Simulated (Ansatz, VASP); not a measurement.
# Cross-check of TaCo (1 ML Co on Ta(001), 1 substrate layers) between VASP and Ansatz

Aim: how closely do two programs agree when they are given the same cell, functional and k mesh? The cell is taken from a series of runs on this material, whose earlier steps may have relaxed, scaled, displaced or heated it; both programs get it as it stands.

Method: plane waves, with VASP 6.6.1 beside it; single point at PBE, in Ansatz 0.2.0.

**1. Starting point**

The cell holds 2 atoms: 1 Ta and 1 Co. Cell: a = 3.303 Å, b = 3.303 Å, c = 15.315 Å, α = 90.0°, β = 90.0°, γ = 90.0°. Pseudomorphic film on the measured substrate lattice, hard-sphere layer spacings, unrelaxed. Vacuum lies along c.

**2. Ansatz: single point, PBE, pair 1**

Ansatz runs on its default PAW (the set named soft_2) files.

With cell and atoms fixed, the geometry can't cause a difference; cores, projectors, grids and the points listed under the comparison can.

input.yaml

```yaml
crystal:
  lattice:
    - [3.30256, 0.0, 0.0]
    - [0.0, 3.30256, 0.0]
    - [0.0, 0.0, 15.314998]
  atoms:
    - { symbol: Ta, position: [0.0, 0.0, 0.457068] }
    - { symbol: Co, position: [0.5, 0.5, 0.542932], spin: 2.275 }
magnetization:
  spin_polarized: true
  initial_magnetization: 2.275
  spin_locking: { lock_magnetization: hard }
kpoints:
  mp_grid: { grid: [6, 6, 1] }
hamiltonian:
  xc: pbe
scf:
  occupations: { method: fermi_dirac, width: 0.1 }
  max_iter: 120
  convergence: { dr2_threshold: 1.0e-08 }
basis:
  ecutwfc: 420.0
```

Command:

```console
$ ansatz run input.yaml --threads 1 --pin off --max-ram 2048MiB --backend cpu --events-out ev --progress --plain --runs-dir out
```

Numbers of over 12 decimals in the logs are rounded to 6 here.

What it wrote:

```text
Engine: ansatz 0.2.0, aarch64-unknown-linux-gnu
Pseudopotentials: kind: paw
Pseudopotential: Ta, paw, valence charge 13, recommended cutoff 420 eV (normal), Ta.paw.azcp
Pseudopotential: Co, paw, valence charge 17, recommended cutoff 420 eV (normal), Co.paw.azcp
Functional definition: PBE
  parameter kappa = 0.804
  parameter beta = 0.066725
  exchange = pbe_x(kappa = kappa, mu = beta*pi^2/3)
  correlation = pbe_c(beta = beta)
Crystal: 2 atoms, lattice volume = 167.039 Å³
Basis set: ecut = 420 eV, 3275 PW (Γ)
Bands: 21, of which v1, the nominal top of the filled ones, is band 15 counted from 1 (14 counted from 0)
Symmetry: 8 space group operations
Space group: P4mm (ITA 99), of the structure as read, at distance tolerance 5.5e-5 Å
Magnetic group: BNS 99.163 (UNI 823), of the structure as read, at distance tolerance 5.5e-5 Å
k-points: 10 of 36
Non-local potential: Ta, projectors of the file, l = 0: 3, l = 1: 2, l = 2: 2, l = 3: 1
Non-local potential: Co, projectors of the file, l = 0: 3, l = 1: 2, l = 2: 3, l = 3: 1
PAW form: soft (Blöchl's): semilocal exchange-correlation on the pseudo side does not see the compensation charge
PAW one-centre angular grid: Ta, 590 points (default); XC on 64 Gauss nodes
PAW one-centre angular grid: Co, 590 points (default); XC on 64 Gauss nodes
Initial density: superposition of atomic densities (neutral atoms: chi_scale 0, normalization atom)
Starting moments: Σ|m| = 2.275 μB on 1 of 2 sites
Initial wavefunctions: pseudopotential atomic-orbital guess
Functional: x = pbe(κ = 0.804, μ = 0.219515), c = pbe(β = 0.066725)
SCF iter   1: F=—  HF=-15054.651520 eV  |F-HF|=—  |Δ(HF+E_count)|=         —  Δρ=2.60e-2 (↑1.19e-2 ↓2.60e-2)  dr2=5.84e0  dr2_m=2.29e-1  M=2.275 μB ∫|m|=2.294 μB  β_m=0.30  ethr=3.10e-3  ⟨swp⟩=7.2  Hψ=2141  notcnv=0
preconditioner: auto → LDOS  [metal: Δε(μ)=0.111 eV  Ē_g=4.038 eV  σ=0.100 eV  W_gap=0.26  n_scr=20 (ndim 8)  ℏωp=10.8 eV  f_vac=0.639  D(μ)=2.44/eV (n_scr^D=6)]
spin=Collinear: LDOS preconditioning applied to the charge; magnetization (m = ρ↑ − ρ↓) channel mixes plain (no charge-response kernel on spin).
SCF iter   2: F=—  HF=-15054.299483 eV  |F-HF|=—  |Δ(HF+E_count)|=   3.52e-1  Δρ=1.89e-2 (↑7.51e-3 ↓1.89e-2)  dr2=2.19e0  dr2_m=1.51e-1  M=2.275 μB ∫|m|=2.301 μB  β_m=0.53  ethr=3.10e-3  ⟨swp⟩=3.5  Hψ=844  notcnv=0
SCF iter   3: F=—  HF=-15054.593586 eV  |F-HF|=—  |Δ(HF+E_count)|=   2.94e-1  Δρ=7.22e-3 (↑7.22e-3 ↓5.11e-3)  dr2=5.26e-2  dr2_m=4.72e-2  M=2.275 μB ∫|m|=2.337 μB  β_m=0.71  ethr=3.10e-3  ⟨swp⟩=3.5  Hψ=797  notcnv=0
SCF iter   4: F=—  HF=-15054.660244 eV  |F-HF|=—  |Δ(HF+E_count)|=   6.67e-2  Δρ=5.83e-3 (↑4.20e-3 ↓5.83e-3)  dr2=1.12e-2  dr2_m=3.71e-2  M=2.275 μB ∫|m|=2.337 μB  β_m=0.85  ethr=1.75e-4  ⟨swp⟩=2.0  Hψ=815  notcnv=0
SCF iter   5: F=—  HF=-15054.685204 eV  |F-HF|=—  |Δ(HF+E_count)|=         —  Δρ=2.13e-3 (↑2.13e-3 ↓1.11e-3)  dr2=4.03e-3  dr2_m=2.79e-3  M=2.275 μB ∫|m|=2.338 μB  β_m=0.85  ethr=3.74e-5  ⟨swp⟩=2.6  Hψ=873  notcnv=0
SCF iter   6: F=—  HF=-15054.688452 eV  |F-HF|=—  |Δ(HF+E_count)|=   3.25e-3  Δρ=1.46e-3 (↑7.47e-4 ↓1.46e-3)  dr2=4.00e-3  dr2_m=3.11e-4  M=2.275 μB ∫|m|=2.333 μB  β_m=0.81  ethr=1.34e-5  ⟨swp⟩=2.0  Hψ=878  notcnv=0
SCF iter   7: F=—  HF=-15054.687464 eV  |F-HF|=—  |Δ(HF+E_count)|=   9.88e-4  Δρ=6.51e-4 (↑6.51e-4 ↓4.47e-4)  dr2=1.16e-3  dr2_m=3.36e-5  M=2.275 μB ∫|m|=2.332 μB  β_m=0.78  ethr=1.33e-5  ⟨swp⟩=2.0  Hψ=766  notcnv=0
SCF iter   8: F=—  HF=-15054.687626 eV  |F-HF|=—  |Δ(HF+E_count)|=   1.62e-4  Δρ=4.35e-4 (↑4.35e-4 ↓2.09e-4)  dr2=3.49e-4  dr2_m=2.69e-5  M=2.275 μB ∫|m|=2.331 μB  β_m=0.66  ethr=3.86e-6  ⟨swp⟩=1.9  Hψ=501  notcnv=0
SCF iter   9: F=—  HF=-15054.687616 eV  |F-HF|=—  |Δ(HF+E_count)|=   1.07e-5  Δρ=1.38e-4 (↑1.38e-4 ↓6.07e-5)  dr2=3.53e-5  dr2_m=3.23e-6  M=2.275 μB ∫|m|=2.330 μB  β_m=0.74  ethr=1.16e-6  ⟨swp⟩=2.0  Hψ=537  notcnv=0
SCF iter  10: F=—  HF=-15054.687618 eV  |F-HF|=—  |Δ(HF+E_count)|=   2.37e-6  Δρ=2.08e-5 (↑1.05e-5 ↓2.08e-5)  dr2=1.14e-6  dr2_m=2.60e-7  M=2.275 μB ∫|m|=2.330 μB  β_m=0.81  ethr=1.18e-7  ⟨swp⟩=2.2  Hψ=674  notcnv=0
SCF iter  11: F=—  HF=-15054.687618 eV  |F-HF|=—  |Δ(HF+E_count)|=   4.05e-7  Δρ=8.11e-6 (↑8.11e-6 ↓6.20e-6)  dr2=1.85e-7  dr2_m=1.66e-8  M=2.275 μB ∫|m|=2.330 μB  β_m=0.88  ethr=3.80e-9  ⟨swp⟩=2.0  Hψ=631  notcnv=0
SCF iter  12: F=—  HF=-15054.687618 eV  |F-HF|=—  |Δ(HF+E_count)|=   9.49e-8  Δρ=1.31e-6 (↑1.31e-6 ↓1.08e-6)  dr2=1.62e-8  dr2_m=9.12e-10  M=2.275 μB ∫|m|=2.329 μB  β_m=0.88  ethr=6.15e-10  ⟨swp⟩=2.0  Hψ=572  notcnv=0
SCF iter  13: F=—  HF=-15054.687618 eV  |F-HF|=—  |Δ(HF+E_count)|=   1.20e-8  Δρ=4.77e-7 (↑4.77e-7 ↓4.20e-7)  dr2=3.14e-10  dr2_m=2.41e-10  M=2.275 μB ∫|m|=2.329 μB  β_m=0.93  ethr=5.40e-11  ⟨swp⟩=2.1  Hψ=612  notcnv=0
SCF iter  14: F=-15054.687618 eV  HF=-15054.687618 eV  |F-HF|=8.80e-10  |Δ(HF+E_count)|=  3.60e-10  Δρ=5.13e-7 (↑2.54e-7 ↓5.13e-7)  dr2=9.17e-10  dr2_m=3.22e-11  M=2.275 μB ∫|m|=2.329 μB  ethr=1.05e-12  ⟨swp⟩=1.0  Hψ=1356  notcnv=0
SCF 1 converged in 14 iterations: F = -15054.687618 eV  dr2 = 9.17e-10
  greatest PAW one-centre occupation: 1.001 electrons in one spin orbital (limit 2), on the Co atom at site 1 (counted from 0), in its partial waves of l = 1
SCF converged after 14 iterations
Magnetization: 2.2750 μB (16.1375 up, 13.8625 down)
Absolute magnetization: 2.3296 μB (∫|ρ↑−ρ↓|, with the PAW one-centre terms)
Spin contamination: 0.0613 ħ² per cell (⟨S²⟩ above its minimum at these occupations)
Per-site moments (μB) at R_I (Å): [(0.355233, 1.105523), (1.433898, 1.105523)]
Free energy (F): -15054.687618 eV
Harris-Foulkes:  -15054.687618 eV  (|F-HF|=8.80e-10)
Internal energy: -15054.599146 eV  (E = F + TS)
E sigma→0 (E₀):  -15054.643382 eV
Entropy (-TS):   -0.088472 eV (-44.236 meV/atom)
Fermi energy:    -0.179322 (↑ -0.091701, ↓ -0.266944) eV
--- Per-component energies (eV) ---
  E_band       = -913.933119
  E_kinetic    = 807.087749
  E_local      = -17300.676143  (includes V_loc(G=0)·N_el)
  E_nonlocal   = 471.441607
  E_hartree    = 8056.077102
  E_xc         = -369.872702
  E_vxc        = -398.920798  (∫ρ·V_xc dr)
  E_paw        = -9913.380526  (= ΣΔE_a)
  E_vpaw       = -605.022389  (= ΣTr[D̂ρ^β])
  E_aug_tail   = 0.000223  (compensation charges beyond the density's cutoff)
  E_ewald      = 3194.723544
  E_smearing   = -0.088472  (= −TS)
  E_closure    = -0.000000  (closes the sum)
  Σ components = -15054.687618   (vs F -15054.687618, Δ=0.00e0)
```

**3. VASP: single point, PBE, pair 1**

The same cell, functional, mesh and smearing now go to VASP, with its own data sets.

Lines of VASP's logs that name or quote its potential files are left out, and so is its time.

INCAR

```
SYSTEM = TaCo
PREC = Accurate
ENCUT = 520
EDIFF = 1E-06
NELM = 200
ISMEAR = -1
SIGMA = 0.1
LREAL = .FALSE.
ALGO = Normal
GGA = PE
NBANDS = 19
ISPIN = 2
MAGMOM = 0.36 1.43
LASPH = .TRUE.
LMAXMIX = 4
LORBIT = 11
LWAVE = .FALSE.
LCHARG = .FALSE.
ISIF = 2
NUPDOWN = 2.275
GGA_COMPAT = .FALSE.
```

POSCAR

```
TaCo
1.0
    3.3025600000      0.0000000000      0.0000000000
    0.0000000000      3.3025600000      0.0000000000
    0.0000000000      0.0000000000     15.3149980000
Ta Co
1 1
Direct
    0.0000000000      0.0000000000      0.4570680000
    0.5000000000      0.5000000000      0.5429320000
```

KPOINTS

```
Automatic mesh
0
Gamma
6 6 1
0 0 0
```

PAW data sets: Ta_pv and Co (PBE family, release 64).

Command:

```console
$ mpirun -np 1 vasp_std
```

What it wrote:

```text
[banner, memory and clock lines left out]
running    1 mpi-ranks, on    1 nodes
 distrk:  each k-point on    1 cores,    1 groups
 distr:  one band on    1 cores,    1 groups

 POSCAR found type information on POSCAR TaCo
 POSCAR found :  2 types and       2 ions
 LDA part: xc-table for (Slater+PW92), standard interpolation
 POSCAR, INCAR and KPOINTS ok, starting setup
 FFT: planning ... GRIDC
 FFT: planning ... GRID_SOFT
 FFT: planning ... GRID
 WAVECAR not read
 entering main loop
       N       E                     dE             d eps       ncg     rms          rms(c)
DAV:   1     0.938671043761E+02    0.93867E+02   -0.89156E+03   936   0.808E+02
DAV:   2    -0.110185072222E+02   -0.10489E+03   -0.99412E+02   857   0.199E+02
DAV:   3    -0.165891151380E+02   -0.55706E+01   -0.51884E+01  1079   0.433E+01
DAV:   4    -0.167624974695E+02   -0.17338E+00   -0.17164E+00   869   0.751E+00
DAV:   5    -0.167671079135E+02   -0.46104E-02   -0.46098E-02  1058   0.126E+00    0.114E+01
DAV:   6    -0.181374748840E+02   -0.13704E+01   -0.18386E+01   790   0.559E+01    0.179E+01
DAV:   7    -0.157337386887E+02    0.24037E+01   -0.13250E+01   959   0.428E+01    0.109E+01
DAV:   8    -0.153925790515E+02    0.34116E+00   -0.66920E+00   981   0.236E+01    0.606E+00
DAV:   9    -0.150079467820E+02    0.38463E+00   -0.10548E+00   961   0.109E+01    0.123E+00
DAV:  10    -0.150213305655E+02   -0.13384E-01   -0.11034E-01   869   0.258E+00    0.674E-01
DAV:  11    -0.150653154051E+02   -0.43985E-01   -0.31667E-02   916   0.901E-01    0.324E-01
DAV:  12    -0.151084597488E+02   -0.43144E-01   -0.15974E-02   943   0.529E-01    0.144E-01
DAV:  13    -0.151325819297E+02   -0.24122E-01   -0.77314E-03   868   0.387E-01    0.137E-01
DAV:  14    -0.151419881034E+02   -0.94062E-02   -0.21002E-03   869   0.197E-01    0.865E-02
[...]
DAV:  20    -0.151524219963E+02   -0.10878E-03   -0.18706E-05   802   0.177E-02    0.327E-03
DAV:  21    -0.151525335542E+02   -0.11156E-03   -0.37330E-06   775   0.680E-03    0.218E-03
DAV:  22    -0.151526446047E+02   -0.11105E-03   -0.32318E-06   715   0.523E-03    0.139E-03
DAV:  23    -0.151527190146E+02   -0.74410E-04   -0.28305E-06   735   0.412E-03    0.855E-04
DAV:  24    -0.151527399654E+02   -0.20951E-04   -0.64933E-07   658   0.225E-03    0.606E-04
DAV:  25    -0.151527489240E+02   -0.89587E-05   -0.26530E-07   639   0.137E-03    0.234E-04
DAV:  26    -0.151527505041E+02   -0.15800E-05   -0.45309E-08   634   0.691E-04    0.111E-04
DAV:  27    -0.151527510116E+02   -0.50753E-06   -0.16222E-08   645   0.432E-04
   1 F= -.15152751E+02 E0= -.15108542E+02  d E =-.884190E-01  mag=     2.2750
```

From OUTCAR (step 3):

```text
ion  position               nearest neighbor table
   1  0.000  0.000  0.457-   2 2.68   2 2.68   2 2.68   2 2.68
   2  0.500  0.500  0.543-   1 2.68   1 2.68   1 2.68   1 2.68

  LATTYP: Found a simple tetragonal cell.
 ALAT       =     3.3025600000
 C/A-ratio  =     4.6373110557

 Subroutine GETGRP returns: Found  8 space group operations
 (whereof  8 operations were pure point group operations)

The static configuration has the point symmetry C_4v.

 Found     10 irreducible k-points:

   k-points           NKPTS =     10   k-points in BZ     NKDIM =     10   number of bands    NBANDS=     19

   dimension x,y,z NGX =    28 NGY =   28 NGZ =  120
   dimension x,y,z NGXF=    56 NGYF=   56 NGZF=  240

   ENCUT  =  520.0 eV  38.22 Ry    6.18 a.u.   6.14  6.14 28.48*2*pi/ulx,y,z

   NELECT =      20.0000    total number of electrons

 k-points in reciprocal lattice and weights: Automatic mesh
   0.00000000  0.00000000  0.00000000       0.028
   0.16666667  0.00000000  0.00000000       0.111
   0.33333333  0.00000000  0.00000000       0.111
   0.50000000  0.00000000  0.00000000       0.056
   0.16666667  0.16666667  0.00000000       0.111
   0.33333333  0.16666667  0.00000000       0.222
   0.50000000  0.16666667  0.00000000       0.111
   0.33333333  0.33333333  0.00000000       0.111
   0.50000000  0.33333333  0.00000000       0.111
   0.50000000  0.50000000  0.00000000       0.028

 average (electrostatic) potential at core
       1 -45.6732       2 -90.4523

 E-fermi :  -2.2345

 spin component 1
 k-point     1 :       0.0000    0.0000    0.0000
  band No.  band energies     occupation
    ...
      8      -3.6641      1.00000
      9      -3.6641      1.00000
     10      -3.0951      0.99997
     11      -2.5568      0.99307
     12      -2.5111      0.98909
     13      -0.6686      0.00000
     14      -0.6686      0.00000
     15       0.9196      0.00000
     16       1.2469      0.00000
     17       2.1691      0.00000
    ...

 k-point     2 :       0.1667    0.0000    0.0000
  band No.  band energies     occupation
    ...
      8      -3.8463      1.00000
      9      -3.7195      1.00000
     10      -2.8476      0.99962
     11      -2.4893      0.98647
     12      -2.3293      0.93638
     13      -0.7012      0.00000
     14      -0.4618      0.00000
     15       0.4679      0.00000
     16       1.5086      0.00000
     17       2.5935      0.00000
    ...

 k-point     3 :       0.3333    0.0000    0.0000
  band No.  band energies     occupation
    ...
      7      -4.0909      1.00000
      8      -3.9916      1.00000
      9      -3.9061      1.00000
     10      -2.8400      0.99959
     11      -2.1105      0.62283
     12      -1.8720      0.13196
     13      -0.3741      0.00000
     14      -0.3355      0.00000
     15       0.1031      0.00000
     16       1.7126      0.00000
    ...

 k-point     4 :       0.5000    0.0000    0.0000
  band No.  band energies     occupation
    ...
      7      -4.1177      1.00000
      8      -4.0613      1.00000
      9      -3.6011      1.00000
     10      -3.0795      0.99996
     11      -2.2666      0.88717
     12      -1.7009      0.02673
     13      -0.5225      0.00000
     14       0.2489      0.00000
     15       0.2666      0.00000
     16       1.6930      0.00000
    ...

 k-point     5 :       0.1667    0.1667    0.0000
  band No.  band energies     occupation
    ...
      8      -3.8621      1.00000
      9      -3.7807      1.00000
     10      -2.6592      0.99750
     11      -2.2891      0.90784
     12      -2.2480      0.86714
     13      -1.0912      0.00006
     14      -0.3455      0.00000
     15       0.2062      0.00000
     16       1.8489      0.00000
     17       3.0489      0.00000
    ...

 k-point     6 :       0.3333    0.1667    0.0000
  band No.  band energies     occupation
    ...
      7      -4.2618      1.00000
      8      -4.0251      1.00000
      9      -3.8285      1.00000
     10      -2.6237      0.99644
     11      -2.1746      0.75801
     12      -1.8591      0.11784
     13      -1.2164      0.00022
     14      -0.5779      0.00000
     15       0.7967      0.00000
     16       2.3378      0.00000
    ...

  Total       -7.8353701     -7.8353701     -2.3252022      0.0000000      0.0000000     -0.0000000
  in kB      -75.1539340    -75.1539340    -22.3024681      0.0000000      0.0000000     -0.0000000
  external PRESSURE =     -57.5367787 kB  Pullay stress =       0.0000000 kB

  energy-cutoff  :      520.00
  volume of cell :      167.04
      direct lattice vectors                 reciprocal lattice vectors
     3.302560000  0.000000000  0.000000000     0.302795407  0.000000000  0.000000000
     0.000000000  3.302560000  0.000000000     0.000000000  0.302795407  0.000000000
     0.000000000  0.000000000 15.314998000     0.000000000  0.000000000  0.065295470

 POSITION                                       TOTAL-FORCE (eV/Angst)
 -----------------------------------------------------------------------------------
      0.00000      0.00000      7.00000        -0.000000      0.000000      1.764169
      1.65128      1.65128      8.31500         0.000000      0.000000     -1.764169
 -----------------------------------------------------------------------------------
    total drift:                                0.000000      0.000000     -0.000036

  FREE ENERGIE OF THE ION-ELECTRON SYSTEM (eV)
  ---------------------------------------------------
  free  energy   TOTEN  =       -15.1527510116 eV

  energy  without entropy=      -15.0643320250  energy(sigma->0) =      -15.10854152

 total charge
# of ion       s       p       d       tot
------------------------------------------
    1        0.357   6.064   2.122   8.543
    2        0.462   0.258   7.226   7.945
--------------------------------------------------
tot          0.819   6.322   9.348  16.488

 magnetization (x)
# of ion       s       p       d       tot
------------------------------------------
    1        0.013   0.011   0.401   0.424
    2        0.038   0.014   1.350   1.402
--------------------------------------------------
tot          0.051   0.025   1.750   1.826

[... 6 further parts left out ...]
```

**4. Side by side**

Known differences besides the potentials themselves: VASP starts from the moments at which Ansatz ended; the data sets hold 30 valence electrons in Ansatz (on its default PAW (the set named soft_2) files) and 20 in VASP; the cutoff is 420 eV in Ansatz and 520 eV in VASP; site moments are counted in spheres of each program's own size. Total energies have different zeros and are not compared.

Both answers:

```csv
quantity,Ansatz,VASP,difference
"total moment, fixed by the input (μB)",2.27,2.27,0.00
moment on Co2 (μB),1.43,1.40,+0.03
moment on Ta1 (μB),0.35,0.42,-0.07
```

With vacuum in the cell, a pressure given here is an average over mostly empty space and none of the material.

**5. Ansatz: single point, PBE, pair 2**

A single point gives forces, pressure and levels at one fixed geometry, so differences don't come from the geometry; what else differs is listed under the comparison.

The cell is taken from a series of runs on this material, whose earlier steps may have relaxed, scaled, displaced or heated it; both programs get it as it stands.

input.yaml, the sections that differ from step 2:

```yaml
crystal:
  lattice:
    - [3.30256, 0.0, 0.0]
    - [0.0, 3.30256, 0.0]
    - [0.0, 0.0, 15.314998]
  atoms:
    - { symbol: Ta, position: [0.0, 0.0, 0.457068] }
    - { symbol: Co, position: [0.5, 0.5, 0.542932], spin: 2.56 }
magnetization:
  spin_polarized: true
  initial_magnetization: 2.56
  spin_locking: { lock_magnetization: hard }
# kpoints, hamiltonian, scf, basis: as in step 2
```

Command:

```console
$ ansatz run input.yaml --threads 1 --pin off --max-ram 2048MiB --backend cpu --events-out ev --progress --plain --runs-dir out
```

What it wrote:

```text
[...]
Crystal: 2 atoms, lattice volume = 167.039 Å³
Basis set: ecut = 420 eV, 3275 PW (Γ)
Bands: 21, of which v1, the nominal top of the filled ones, is band 15 counted from 1 (14 counted from 0)
Symmetry: 8 space group operations
[...]
k-points: 10 of 36
[...]
Starting moments: Σ|m| = 2.56 μB on 1 of 2 sites
[...]
Magnetization: 2.5600 μB (16.2800 up, 13.7200 down)
Absolute magnetization: 2.5953 μB (∫|ρ↑−ρ↓|, with the PAW one-centre terms)
[...]
Per-site moments (μB) at R_I (Å): [(0.433853, 1.105523), (1.543146, 1.105523)]
Free energy (F): -15054.648749 eV
[...]
Internal energy: -15054.551184 eV  (E = F + TS)
E sigma→0 (E₀):  -15054.599966 eV
Entropy (-TS):   -0.097565 eV (-48.782 meV/atom)
Fermi energy:    -0.221716 (↑ -0.041518, ↓ -0.401914) eV
[...]
[key lines of the parts left out:]
SCF converged after 13 iterations
```

[end of part 1 of 2]

[Lines on the potential files, build, host, timing and source positions are cut from VASP's logs without a mark.]

[Logs are printed without paths, hosts, clocks, repeated set-up lines and the standing remarks that a program may print on its own settings, such as how far it seeks lower states.]

[Hosts, paths, dates, database ids (printed as entryN), source tags and the programs' standing remarks are cut or masked in the printed files.]
